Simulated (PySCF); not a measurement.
# Static response to an electric field

Compound: C3H9N.
Geometry (GFN2-xTB, Å), atoms numbered from 1 in this order:
```
atom  x, y, z in Å
C1    -1.7204   -0.1180   -0.5844
C2    -0.3662   -0.5551   -0.0422
C3     0.7269    0.4655   -0.3508
N4     2.0200   -0.0477    0.0751
H5    -1.9998    0.8509   -0.1753
H6    -2.4894   -0.8383   -0.3159
H7    -1.6906   -0.0356   -1.6686
H8    -0.4322   -0.6911    1.0403
H9    -0.0773   -1.5111   -0.4805
H10    0.7795    0.6283   -1.4315
H11    0.4645    1.4290    0.1211
H12    2.0253   -0.1910    1.0800
H13    2.7553    0.6146   -0.1462
```

The species is `CCCN` (C3H9N).

Level: PBE0/def2-SVPD (PySCF), static field, nuclei fixed, core orbitals frozen in the response. The polarisability tensor in these axes (au):

```
x   55.17  0.64  2.22
y    0.64 45.83 -0.98
z    2.22 -0.98 44.57
```

Question: Diagonalise the tensor; give its mean and Δα, where Δα² is half the sum of the squared differences of the eigenvalues.

Answer: Principal values 43.60, 46.34 and 55.64 au; mean 48.53 au = 7.19 Å³ = 8.00 × 10⁻⁴⁰ C²·m²/J; Δα = 10.93 au (23 % of the mean).

Question: What is the dipole moment, and where does it point?

Answer: (-0.16, 1.02, 0.60) D, 1.20 D in size, pointing from the negative to the positive side. Measured along this direction, the outermost atoms are H9 at the negative end and H11 at the positive end.

Question: Find the Langevin capture rate constant for H3+ (3.023 u) meeting this molecule (59.073 u), k = 2.342 × 10⁻⁹ cm³/s × √(α in Å³ / reduced mass in u).

Answer: The reduced mass is 2.88 u, so k = 3.70 × 10⁻⁹ cm³/s. The formula leaves out the permanent dipole, which adds to the capture rate.

Question: Give the principal axes and the span of the nuclei along them.

Answer: Largest value along (0.98, 0.04, 0.19), where the nuclei span 5.24 Å; middle along (0.05, 0.90, -0.44), 2.40 Å; least along (-0.19, 0.44, 0.88), 1.85 Å. The response follows the extents in order.

Question: What would n − 1 = 2πNα be for an ideal gas of these molecules at 273.15 K and 1 atm, electronic part alone?

Answer: N = p/kT = 2.6868 × 10¹⁹ cm⁻³, so n − 1 = 2π × N × 7.19 × 10⁻²⁴ cm³ = 1214 × 10⁻⁶ at long wavelengths.

Question: Traceless (Buckingham) quadrupole moment about the centre of nuclear charge: eigenvalues?

Answer: -5.91, 1.90, 4.01 D·Å. The values depend on the origin, since the dipole doesn't vanish. The electronic extent ⟨r²⟩ about the same centre is 397 bohr², a root-mean-square distance of 1.81 Å for the 34 electrons.

Question: How large is μ²/3kT at 273 K beside α?

Answer: In Gaussian units μ²/3kT = 12.68 Å³ against 7.19 Å³, a ratio of 1.76; the Debye molar polarisation (4π/3)N_A(α + μ²/3kT) is 50.1 cm³/mol, leaving out the vibrational part.

One conformer (not necessarily the lowest) at the GFN2-xTB geometry, without solvent, vibrations or thermal averaging.
